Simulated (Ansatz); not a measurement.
A plane-wave DFT run in Ansatz 0.2.0 (scalar-relativistic PAW potentials unless the input names others): input and command.

```yaml
crystal:
  lattice:
    - [3.0799284019, -0.0371851847, -0.2591231965]
    - [-1.5721675155, 2.6248174474, 0.2804089658]
    - [-0.8483014873, 0.5702312845, 10.446113105]
  atoms:
    - { symbol: Si, position: [0.7148102886, 0.4160234282, 0.9436317316] }
    - { symbol: Si, position: [0.326521765, 0.700160675, 0.4199592065] }
    - { symbol: Si, position: [0.1130574121, 0.0072560129, 0.6748386666] }
    - { symbol: Si, position: [-0.0496207854, -0.0201883928, 0.2068295327] }
    - { symbol: C, position: [0.6444416753, 0.4085810648, 0.7751326597] }
    - { symbol: C, position: [0.2580721855, 0.5990916001, 0.238210744] }
    - { symbol: C, position: [0.0183985798, -0.0014742059, 0.4754003564] }
    - { symbol: C, position: [-0.0256811208, -0.1094501823, 0.0179951026] }
basis:
  ecutwfc: 420
kpoints:
  mp_grid: { grid: [12, 12, 4] }
hamiltonian:
  xc: pbe
scf:
  occupations: { method: tetrahedron }
output:
  forces: true
  eigenvalues: true
  stress: true
```

```bash
ansatz run input.yaml --threads 2 --pin off --max-ram 5120MiB --backend cpu --events-out ev --progress --plain --runs-dir out
```

Abridged log:
```
Warning: output.forces, output.stress, relax.cell or npt_langevin: where a Kohn–Sham band that disperses or a degenerate level is filled in part under the method tetrahedron, the forces or the stress that this run publishes need not agree with its energy (scf.occupations.method in the input reference, under Limitations); prefer a smearing scheme for the forces or the stress
Pseudopotentials: kind: paw
Pseudopotential: Si, paw, valence charge 4, recommended cutoff 420 eV (normal)
Pseudopotential: C, paw, valence charge 4, recommended cutoff 420 eV (normal)
Functional definition: PBE
Crystal: 8 atoms, lattice volume = 83.010 Å³
Basis set: ecut = 420 eV, 1605 PW (Γ), exchange–correlation on 48×48×144 points (8 copies of the dense FFT grid, shifted against one another)
Bands: 24, of which v1, the nominal top of the filled ones, is band 16 counted from 1 (15 counted from 0)
Symmetry: 1 space group operations
Space group: P1 (ITA 1), of the structure as read, at distance tolerance 4.4e-5 Å
k-points: 292 of 576 (time reversal used)
Initial density: superposition of atomic densities (neutral atoms: chi_scale 0, normalization atom), corrected by the library's trained network
Initial wavefunctions: pseudopotential atomic-orbital guess
Functional: x = pbe(κ = 0.804, μ = 0.21951497), c = pbe(β = 0.06672455)
SCF iter   1: F=—  HF=-3541.592337 eV  |F-HF|=—  |Δ(HF+E_count)|=         —  Δρ=5.96e-3  dr2=7.83e-2  ethr=1.77e-3  ⟨swp⟩=6.4  Hψ=40148  notcnv=0
SCF iter   2: F=—  HF=-3541.587405 eV  |F-HF|=—  |Δ(HF+E_count)|=   4.93e-3  Δρ=3.39e-3  dr2=3.45e-2  ethr=2.45e-4  ⟨swp⟩=1.0  Hψ=9347  notcnv=0  defer=432
SCF iter   3: F=—  HF=-3541.606990 eV  |F-HF|=—  |Δ(HF+E_count)|=   1.96e-2  Δρ=5.55e-3  dr2=1.97e-1  ethr=1.08e-4  ⟨swp⟩=3.6  Hψ=12993  notcnv=0  defer=519  recentre
SCF iter   4: F=—  HF=-3541.586149 eV  |F-HF|=—  |Δ(HF+E_count)|=   2.08e-2  Δρ=2.30e-3  dr2=2.55e-2  ethr=1.08e-4  ⟨swp⟩=3.1  Hψ=13025  notcnv=0  defer=619
SCF iter   5: F=—  HF=-3541.583693 eV  |F-HF|=—  |Δ(HF+E_count)|=   2.46e-3  Δρ=8.27e-4  dr2=4.63e-3  ethr=7.98e-5  ⟨swp⟩=2.0  Hψ=7795  notcnv=0  defer=619
SCF iter   6: F=—  HF=-3541.583883 eV  |F-HF|=—  |Δ(HF+E_count)|=   1.90e-4  Δρ=3.35e-4  dr2=8.47e-5  ethr=1.45e-5  ⟨swp⟩=2.1  Hψ=8459  notcnv=0  defer=619
SCF iter   7: F=—  HF=-3541.584009 eV  |F-HF|=—  |Δ(HF+E_count)|=   1.26e-4  Δρ=1.98e-4  dr2=2.21e-5  ethr=2.65e-7  ⟨swp⟩=2.7  Hψ=11574  notcnv=0  defer=619
SCF iter   8: F=—  HF=-3541.583993 eV  |F-HF|=—  |Δ(HF+E_count)|=   1.57e-5  Δρ=4.66e-5  dr2=1.54e-6  ethr=6.90e-8  ⟨swp⟩=3.0  Hψ=12726  notcnv=0  defer=619
SCF iter   9: F=—  HF=-3541.583991 eV  |F-HF|=—  |Δ(HF+E_count)|=   2.59e-6  Δρ=1.57e-5  dr2=1.22e-7  ethr=4.82e-9  ⟨swp⟩=3.0  Hψ=10971  notcnv=0  defer=619
SCF iter  10: F=-3541.583991 eV  HF=-3541.583991 eV  |F-HF|=1.83e-8  |Δ(HF+E_count)|=   1.96e-7  Δρ=5.98e-6  dr2=3.55e-8  ethr=3.13e-10  ⟨swp⟩=7.1  Hψ=28256  notcnv=0
SCF 1 converged in 10 iterations: F = -3541.583991 eV  dr2 = 3.55e-8
SCF converged after 10 iterations
Stability not checked: this state was not tested for a lower state beside it, because cold or Methfessel-Paxton smearing, or corrected tetrahedra, fill the levels in a way that the test cannot read (fill_not_monotonic; see scf.lower_state_search)
Free energy (F): -3541.583991 eV
Harris-Foulkes:  -3541.583991 eV  (|F-HF|=1.83e-8)
Internal energy: -3541.583991 eV  (E = F + TS)
E sigma→0 (E₀):  -3541.583991 eV
Fermi energy:    11.008184 eV
--- Forces (eV/Å), atoms counted from 1 ---
  atom   1  Si    -0.17921171   -11.47695321    -2.25902323
  atom   2  Si     1.63423257    -1.61691072     0.69751582
  atom   3  Si    -1.09951826    -2.00518715     0.75885096
  atom   4  Si    -0.70209584    -3.85196898    -5.99320186
  atom   5  C      0.77796965     1.66651751    -4.41597307
  atom   6  C      1.64581290     4.12864578     3.69044264
  atom   7  C     -0.55062494     0.65766940     2.70895231
  atom   8  C     -1.52655374    12.49819436     4.81243811
--- Stress (GPa, compression-positive) ---
        8.190881       1.258082      13.805240
        1.258082      37.949307       7.889569
       13.805239       7.889564      11.732546
  P = ⅓ Tr σ = 19.2909 GPa (192.909 kbar)
```

Apart from outputs and empty bands, the input differs from a reference run on usual settings in scf.occupations.width: 0.05 → not typed; scf.occupations.method: "gaussian" → "tetrahedron". The reference, at the same geometry (not necessarily relaxed), gave pressure 19.30 GPa, largest force 13.476 eV/Å, no gap on the mesh. This run converged in 10 SCF iterations (reference: 8) with an energy at zero smearing 0.02 meV/atom above the reference's, pressure 19.29 GPa, largest force 13.479 eV/Å, no gap on the mesh.

Time: 15 s on 2 threads of Intel(R) Xeon(R) 6975P-C (Granite Rapids) (shared host), peak memory 0.75 GiB.